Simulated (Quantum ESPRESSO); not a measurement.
Crystal: P.

```
P
1.0
     1.64774   -5.46504    0.00000
     1.64774    5.46504    0.00000
     0.00000    0.00000    4.54364
P
4
Cartesian
  1.6477 -4.4173 2.6754
  1.6477 4.4173 1.8683
  1.6477 -1.0477 0.4035
  1.6477 1.0477 4.1401
```

Base run:

```yaml
Program: Quantum ESPRESSO 7.5
Functional: PBE
Potentials_or_basis: PseudoDojo 0.4.1 SR PBE standard
Cutoff: 599 eV
Density_cutoff: 2395 eV
k_mesh: 8 × 8 × 6
Occupations: fermi-dirac, width 0.05 eV
Spin: no spin polarisation
```

Its results: band gap on the k mesh 0.09 eV, direct; pressure 2.1 GPa; largest force 0.353 eV/Å.

Q: The run is repeated on the same cell with these changes: functional from PBE to vdW-DF3-opt1. What comes out?

A: Band gap on the k mesh 0.05 eV, direct; pressure 1.0 GPa; largest force 0.517 eV/Å.

Caveats: some levels on the path didn't converge; the potentials were made for another functional, which shifts forces and pressure (some runs).

Not every run made on this cell is shown here.
